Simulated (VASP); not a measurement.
# Settings for In: band structure

In, I4/mmm (no. 139), 1 atom in the cell. LDA, spin-orbit coupling; PAW potentials In_d (LDA set). VASP 6.6.1.

Wanted: band energies at the path's corners within 0.1 eV.

What the run is for: bands; Accuracy asked: screening; Route: KPOINTS_OPT.

Band energies at the path's corners: counted from the Fermi level of the mesh, whose own shifts they hold.

POSCAR:
```
In
1.0
   -1.6254700000      1.6254700000      2.4737000000
    1.6254700000     -1.6254700000      2.4737000000
    1.6254700000      1.6254700000     -2.4737000000
In
1
Direct
    0.0000000000      0.0000000000      0.0000000000
```

The series start from Plane-wave cutoff (eV): 280; Smearing width (eV): 0.1; k-point mesh: 13 × 13 × 13; Electronic threshold (eV): 1e-6; Precision mode (PREC): Accurate; Bands in all (NBANDS): 41. Each series keeps the choices made before it, and each single choice may use up half of a tolerance.

## Plane-wave cutoff (eV)

| Plane-wave cutoff (eV) | Band energies at the path's corners, largest deviation (eV) | Time (s) |
|---|---|---|
| 190 | 0.13 | 12 |
| 240 | 0.03 | 24 |
| 280 | 0.03 | 25 |
| 310 | 0.02 | 28 |
| 380 | 0.00 | 37 |
| 480 (reference) | 0.00 | 42 |

Chosen: 240, the loosest value from which every tighter one stays within half of the tolerance.

## Smearing width (eV)

| Smearing width (eV) | Band energies at the path's corners, largest deviation (eV) | Time (s) |
|---|---|---|
| 0.4 | 0.03 | 27 |
| 0.3 | 0.01 | 26 |
| 0.2 | 0.00 | 25 |
| 0.15 | 0.00 | 25 |
| 0.1 | 0.01 | 24 |
| 0.05 (reference) | 0.00 | 25 |

Chosen: 0.4.

## k-point mesh

| k-point mesh | Band energies at the path's corners, largest deviation (eV) | Time (s) |
|---|---|---|
| 5 × 5 × 5 | 0.58 | 12 |
| 7 × 7 × 7 | 0.14 | 13 |
| 8 × 8 × 8 | 0.07 | 14 |
| 10 × 10 × 10 | 0.04 | 17 |
| 13 × 13 × 13 | 0.02 | 27 |
| 16 × 16 × 16 | 0.02 | 35 |
| 19 × 19 × 19 (reference) | 0.00 | 49 |

Chosen: 10 × 10 × 10.

## Electronic threshold (eV)

| Electronic threshold (eV) | Band energies at the path's corners, largest deviation (eV) | Time (s) |
|---|---|---|
| 0.001 | 0.00 | 14 |
| 0.0001 | 0.00 | 16 |
| 1e-5 | 0.00 | 16 |
| 1e-6 | 0.00 | 17 |
| 1e-7 (reference) | 0.00 | 19 |

Chosen: 0.001.

## Precision mode (PREC)

| Precision mode (PREC) | Band energies at the path's corners, largest deviation (eV) | Time (s) |
|---|---|---|
| SingleN | 0.00 | 6.8 |
| Normal | 0.00 | 6.9 |
| Accurate (reference) | 0.00 | 14 |

Chosen: SingleN.

## Bands in all (NBANDS)

| Bands in all (NBANDS) | Band energies at the path's corners, largest deviation (eV) | Time (s) |
|---|---|---|
| 23 | 0.00 | 4.6 |
| 25 | 0.00 | 4.9 |
| 27 | 0.00 | 5.1 |
| 31 | 0.00 | 5.6 |
| 41 | 0.00 | 6.8 |
| 61 (reference) | 0.00 | 9.6 |

Chosen: 23.

## All choices together

| Input | Band energies at the path's corners, largest deviation (eV) | Time (s) |
|---|---|---|
| the program's defaults (naive) | 0.11 | 4.7 |
| chosen settings | 0.04 | 4.6 |
| reference settings throughout | 0.00 | 121 |

The tolerance is met.

## The input

INCAR:
```
SYSTEM = In
GGA      = CA             ! functional
LSORBIT  = .TRUE.         ! spin-orbit coupling
MAGMOM   = 0 0 0          ! initial moments
LORBIT   = 11             ! projections on sites
ISMEAR   = 1              ! smearing method
SIGMA    = 0.4            ! smearing width, eV
LWAVE    = .FALSE.        ! write WAVECAR
LCHARG   = .FALSE.        ! write CHGCAR
NBANDS   = 23             ! bands
PREC     = SingleN        ! precision mode
LASPH    = .TRUE.         ! aspherical terms in the spheres
LREAL    = .FALSE.        ! projectors in reciprocal space
ALGO     = Normal         ! electronic algorithm
EDIFF    = 0.001          ! SCF threshold, eV
NELM     = 200            ! most SCF steps
GGA_COMPAT= .FALSE.      
ENCUT    = 240            ! plane-wave cutoff, eV
KPAR     = 4             
```

KPOINTS:
```
Automatic mesh
0
Gamma
  10 10 10
  0 0 0
```

KPOINTS_OPT:
```
path GXYSGZS1NPY1Z,XP
12
line-mode
reciprocal
 0.0000000000  0.0000000000  0.0000000000  G
 0.0000000000  0.0000000000  0.5000000000  X

 0.0000000000  0.0000000000  0.5000000000  X
-0.2158906645  0.2158906645  0.5000000000  Y

-0.2158906645  0.2158906645  0.5000000000  Y
-0.3579453323  0.3579453323  0.3579453323  S

-0.3579453323  0.3579453323  0.3579453323  S
 0.0000000000  0.0000000000  0.0000000000  G

 0.0000000000  0.0000000000  0.0000000000  G
 0.5000000000  0.5000000000 -0.5000000000  Z

 0.5000000000  0.5000000000 -0.5000000000  Z
 0.3579453323  0.6420546677 -0.3579453323  S1

 0.3579453323  0.6420546677 -0.3579453323  S1
 0.0000000000  0.5000000000  0.0000000000  N

 0.0000000000  0.5000000000  0.0000000000  N
 0.2500000000  0.2500000000  0.2500000000  P

 0.2500000000  0.2500000000  0.2500000000  P
 0.5000000000  0.5000000000 -0.2158906645  Y1

 0.5000000000  0.5000000000 -0.2158906645  Y1
 0.5000000000  0.5000000000 -0.5000000000  Z

 0.0000000000  0.0000000000  0.5000000000  X
 0.2500000000  0.2500000000  0.2500000000  P
```

Commands:
```
cat potpaw_LDA.64/In_d/POTCAR > POTCAR
mpirun -np 4 vasp_ncl > vasp.out
```

The chosen input took VASP 6.6.1 4.6 s on 4 cores (Intel Xeon 6975P-C (Granite Rapids)), a shared host.

## An input that fails: fixed density asked without a density file

VASP's message: ERROR: charge density could not be read from file CHGCAR for ICHARG>10.

Changes against the starting input:
```
- NELM = 200
+ NELM = 81
+ ICHARG = 11
```
